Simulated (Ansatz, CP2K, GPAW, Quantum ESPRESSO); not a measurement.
Ru: 9 runs at one level of theory

```xyz
2
Lattice="2.7058 0.0000 0.0000 -1.3529 2.3433 0.0000 0.0000 0.0000 4.2819" Properties=species:S:1:pos:R:3 pbc="T T T"
Ru    1.3529    0.7811    3.2114
Ru    0.0000    1.5622    1.0705
```

Alike in all runs: task band structure; functional PBE; k mesh 11 × 11 × 6; occupations fermi-dirac, width 0.05 eV; no spin polarisation; no spin-orbit coupling. Pressure is positive in compression and, in plane waves, holds the error of the finite cutoff.

```json
{"program and potentials": "Quantum ESPRESSO, GBRV 1.5 PBE", "plane-wave cutoff (eV)": "612", "notes": "-", "pressure (GPa)": "4.01"}
{"program and potentials": "Quantum ESPRESSO, SSSP 1.3 efficiency PBE", "plane-wave cutoff (eV)": "816", "notes": "-", "pressure (GPa)": "4.60"}
{"program and potentials": "Quantum ESPRESSO, Ansatz NC SR PBE", "plane-wave cutoff (eV)": "1143", "notes": "-", "pressure (GPa)": "4.47"}
{"program and potentials": "Quantum ESPRESSO, PseudoDojo 0.5 SR PBE stringent", "plane-wave cutoff (eV)": "1143", "notes": "-", "pressure (GPa)": "5.13"}
{"program and potentials": "Quantum ESPRESSO, SPMS 1.0 PBE", "plane-wave cutoff (eV)": "952", "notes": "-", "pressure (GPa)": "5.02"}
{"program and potentials": "Quantum ESPRESSO, SG15 PBE 1.2", "plane-wave cutoff (eV)": "952", "notes": "-", "pressure (GPa)": "4.65"}
{"program and potentials": "CP2K, POTENTIAL_UZH Ru GTH-PBE-q16; TZVP-MOLOPT-PBE-GTH basis", "plane-wave cutoff (eV)": "-", "notes": "atomic basis", "pressure (GPa)": "7.40"}
{"program and potentials": "Ansatz, all-electron LAPW, scalar-relativistic", "plane-wave cutoff (eV)": "-", "notes": "-", "pressure (GPa)": "4.52"}
{"program and potentials": "GPAW, GPAW PAW data sets (gpaw-data 1.2.1)", "plane-wave cutoff (eV)": "600", "notes": "-", "pressure (GPa)": "3.66"}
```

The pressure spans 3.66 (GPAW, GPAW PAW data sets (gpaw-data 1.2.1)) to 7.40 GPa (CP2K, POTENTIAL_UZH Ru GTH-PBE-q16; TZVP-MOLOPT-PBE-GTH basis), with all-electron results at 4.52. The pressure on the cell as given of CP2K, POTENTIAL_UZH Ru GTH-PBE-q16; TZVP-MOLOPT-PBE-GTH basis lies far from the others; the cause wasn't traced. Rows in atomic bases carry the error of their basis and grid, which can be large.

The functional is the same throughout but for its coding, so the spread measures potentials, basis and numerics; runs on potential files found faulty are left out.
